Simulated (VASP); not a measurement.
**A VASP 6.6.1 single-point calculation on CaO**

INCAR

```
SIGMA = 0.02
NSW = 0
LREAL = .FALSE.
ENCUT = 520
GGA = AM
NBANDS = 15
ISIF = 2
PREC = Normal
LWAVE = .FALSE.
ISYM = -1
NELM = 120
LASPH = .TRUE.
LCHARG = .FALSE.
EDIFF = 1E-7
ISMEAR = -1
IBRION = -1
```

KPOINTS

```
KPOINTS created by Atomic Simulation Environment
0
Gamma
4 4 4
0 0 0
```

POSCAR

```
Ca O
 1.0000000000000000
    -0.0000000000000000    2.3975501102567622    2.3975501102567622
     2.3975501102567622   -0.0000000000000000    2.3975501102567622
     2.3975501102567622    2.3975501102567622    0.0000000000000000
 Ca  O
   1   1
Cartesian
 -0.0000000000000000  0.0000000000000000 -0.0000000000000000
  2.3975501102567622  2.3975501102567622  2.3975501102567622
```

The recommended PBE PAW datasets give the neutral cell 16 valence electrons.

Command

```
mpirun -np 1 vasp_std
```

Q: How does this run end, and what does it give?

A: It converged. Results: gap between bands v and c on the k mesh 3.57 eV; least direct gap on the k mesh 3.94 eV; pressure -0.4 GPa. Band v is the last that the valence electrons fill when counted band by band, and c is the next.

OSZICAR

```
N       E                     dE             d eps       ncg     rms          rms(c)
DAV:   1     0.121777375594E+03    0.12178E+03   -0.82554E+03  1920   0.108E+03
DAV:   2    -0.934916116971E+01   -0.13113E+03   -0.12228E+03  2361   0.287E+02
DAV:   3    -0.143334524128E+02   -0.49843E+01   -0.49505E+01  2348   0.582E+01
DAV:   4    -0.144609483180E+02   -0.12750E+00   -0.12743E+00  2650   0.840E+00
DAV:   5    -0.144626839180E+02   -0.17356E-02   -0.17356E-02  2315   0.834E-01    0.806E+00
DAV:   6    -0.130588625424E+02    0.14038E+01   -0.42362E+00  2197   0.204E+01    0.351E+00
DAV:   7    -0.129896671643E+02    0.69195E-01   -0.35984E-01  2095   0.620E+00    0.180E+00
DAV:   8    -0.129878758159E+02    0.17913E-02   -0.80408E-02  2382   0.303E+00    0.443E-01
DAV:   9    -0.129860734800E+02    0.18023E-02   -0.58770E-03  1969   0.640E-01    0.113E-01
DAV:  10    -0.129868609984E+02   -0.78752E-03   -0.10733E-03  2376   0.321E-01    0.531E-02
DAV:  11    -0.129868287938E+02    0.32205E-04   -0.55011E-05  2565   0.101E-01    0.757E-03
DAV:  12    -0.129868302377E+02   -0.14438E-05   -0.13905E-05  2124   0.388E-02    0.473E-03
DAV:  13    -0.129868305408E+02   -0.30314E-06   -0.77399E-07  2340   0.103E-02    0.105E-03
DAV:  14    -0.129868306500E+02   -0.10920E-06   -0.10841E-07  2128   0.316E-03    0.239E-04
DAV:  15    -0.129868306232E+02    0.26779E-07   -0.19371E-08  1240   0.110E-03
   1 F= -.12986831E+02 E0= -.12986831E+02  d E =-.324673E-11
```

For comparison, a separate PBE run of the intended cell, on usual settings and not on those above, gives a gap of 3.63 eV on its mesh and a pressure of 3.1 GPa.
